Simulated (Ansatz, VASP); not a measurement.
One calculation of BAs, two programs

POSCAR

```
BAs
1.0
    2.9251576732      0.0000000000      0.0000000000
    0.0000000000      2.9251576732      0.0000000000
    0.0000000000      0.0000000000      2.9251576732
B As
1 1
Direct
    0.0000000000      0.0000000000      0.0000000000
    0.5000000000      0.5000000000      0.5000000000
```

INCAR.step1

```
PREC = Accurate
ENCUT = 520
ISMEAR = -1
SIGMA = 0.02
LREAL = False
LASPH = True
NELM = 100
NBANDS = 11
GGA = PE
ALGO = Normal
EDIFF = 1E-4
LWAVE = True
LCHARG = False
```

The input INCAR.step2:

```
PREC = Accurate
ENCUT = 520
EDIFF = 1E-6
ISMEAR = -1
SIGMA = 0.02
LREAL = False
LASPH = True
NELM = 100
ALGO = Normal
ISIF = 2
LWAVE = False
LCHARG = False
METAGGA = R2SCAN
LMIXTAU = True
NBANDS = 11
ISTART = 1
```

KPOINTS

```
Automatic mesh
0
Gamma
  6 6 6
```

Input for Ansatz:

```yaml
crystal:
  lattice:
    - [2.9251576732, 0.0, 0.0]
    - [0.0, 2.9251576732, 0.0]
    - [0.0, 0.0, 2.9251576732]
  atoms:
    - { symbol: B, position: [0.0, 0.0, 0.0] }
    - { symbol: As, position: [0.5, 0.5, 0.5] }
kpoints:
  mp_grid: { grid: [6, 6, 6] }
hamiltonian:
  xc: r2scan
scf:
  occupations: { method: fermi_dirac, width: 0.02 }
  n_extra_bands: 4
  convergence: { dr2_threshold: 0.0001 }
  max_iter: 82
output:
  forces: true
  stress: true
  eigenvalues: true
```

Alike in both runs: task single point; functional r2SCAN; k mesh 6 × 6 × 6; occupations fermi-dirac, width 0.02 eV; no spin polarisation.

|  | VASP | Ansatz |
| --- | --- | --- |
| version | VASP 6.6.1 | Ansatz 0.2.0 |
| potentials or method | VASP PAW PBE potentials, release 64 (B, As) | plane waves |
| plane-wave cutoff (eV) | 520 | 500 |
| valence electrons in the cell | 8 | 18 |

```tsv
	VASP	Ansatz	Ansatz less VASP
pressure (GPa)	2.0	2.0	-0.04
```

The functional is the same, so the differences come from potentials, cutoffs and numerics. The two sets of potentials don't hold the same shells in valence. Ansatz warned: «force_scf_threshold_loose».

Caveats: the PAW data sets were made with another functional, which shifts forces and pressure a little (VASP).
